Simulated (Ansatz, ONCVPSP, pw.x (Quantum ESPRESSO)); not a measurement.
What a changed setting does to a pw.x run (fcc W)

Potential: optimised norm-conserving Vanderbilt (ONCV), ONCVPSP 4.0.1.1 (patched build), PBE; core [Kr] 4d10 4f14, reference 5s2 5p6 5d4 6s2; waves: 5s+6s: rc 1.85 bohr, ncon 4, nbas 8, qcut 5 1/bohr, 2 projectors; 5p: rc 1.90 bohr, ncon 4, nbas 8, qcut 7.5 1/bohr, 3 projectors, debl 3.2 Ha; 5d: rc 2.05 bohr, ncon 3, nbas 6, qcut 6 1/bohr, 1 projector; local part: polynomial inside 1.60 bohr (lpopt 5, dvloc0 -1 Ha); core correction: Teter function, parameters optimised by the program.

The reference run (k-mesh 14³, cutoffs 70/280 Ry, Fermi–Dirac 0.01 Ry, mixing_beta 0.4, conv_thr 1e-9, no spin) gives -2.94 GPa at 16.478 Å³/atom, where all-electron LAPW gives -0.06 GPa. This run, with its own iteration cap, changes k-mesh points per axis to 6.

```
&control
  calculation='scf', prefix='x', pseudo_dir='./', outdir='./tmp', tstress=.true., disk_io='none'
/
&system
  ibrav=0, nat=1, ntyp=1, ecutwfc=70, ecutrho=280, nbnd=15,
  occupations='smearing', smearing='fd', degauss=0.01
/
&electrons
  conv_thr=1e-09, mixing_beta=0.4, electron_maxstep=60
/
ATOMIC_SPECIES
W 1.0 W.UPF
CELL_PARAMETERS angstrom
  0.00000000 2.01972156 2.01972156
  2.01972156 0.00000000 2.01972156
  2.01972156 2.01972156 0.00000000
ATOMIC_POSITIONS crystal
W 0.0000 0.0000 0.0000
K_POINTS automatic
6 6 6 0 0 0
```

```bash
pw.x < W.scf.in > W.scf.out
```

Task: How does the run end?

Result: It converges in 7 iterations; the free energy moves by +45.7 meV/atom and the pressure by +0.31 GPa.

```
Message from routine setup:
     using ibrav=0 with symmetry is DISCOURAGED, use correct ibrav instead
     lattice parameter (alat)  =       5.3977  a.u.
     unit-cell volume          =     111.1991 (a.u.)^3
     number of electrons       =        14.00
     number of Kohn-Sham states=           15
     kinetic-energy cutoff     =      70.0000  Ry
     charge density cutoff     =     280.0000  Ry
     scf convergence threshold =      1.0E-09
     Exchange-correlation= PBE
     number of k points=    16  Fermi-Dirac smearing, width (Ry)=  0.0100
     iteration #  1     ecut=    70.00 Ry     beta= 0.40
     total energy              =    -150.46038635 Ry
     estimated scf accuracy    <       0.03809543 Ry
     iteration #  2     ecut=    70.00 Ry     beta= 0.40
     total energy              =    -150.46126745 Ry
     estimated scf accuracy    <       0.00536433 Ry
     iteration #  3     ecut=    70.00 Ry     beta= 0.40
     total energy              =    -150.46189667 Ry
     estimated scf accuracy    <       0.00030623 Ry
     iteration #  4     ecut=    70.00 Ry     beta= 0.40
     total energy              =    -150.46191299 Ry
     estimated scf accuracy    <       0.00000324 Ry
     iteration #  5     ecut=    70.00 Ry     beta= 0.40
     total energy              =    -150.46191415 Ry
     estimated scf accuracy    <       0.00000030 Ry
     iteration #  6     ecut=    70.00 Ry     beta= 0.40
     total energy              =    -150.46191418 Ry
     estimated scf accuracy    <          3.9E-09 Ry
     iteration #  7     ecut=    70.00 Ry     beta= 0.40
     the Fermi energy is    21.0275 ev
!    total energy              =    -150.46191418 Ry
     estimated scf accuracy    <          2.7E-10 Ry
     smearing contrib. (-TS)   =      -0.00627115 Ry
     The total energy is F=E-TS. E is the sum of the following terms:
     one-electron contribution =     -19.51051577 Ry
     hartree contribution      =      17.46952180 Ry
     xc contribution           =     -30.69146972 Ry
     ewald contribution        =    -117.72317934 Ry
     convergence has been achieved in   7 iterations
          total   stress  (Ry/bohr**3)                   (kbar)     P=      -26.27
     Message from routine punch:
     Nothing written, as per user request (disk_io='none')
```

The run took about 2.9 s on one core of a shared host (Neoverse-V2, 192 threads, 742 GiB, load 30).
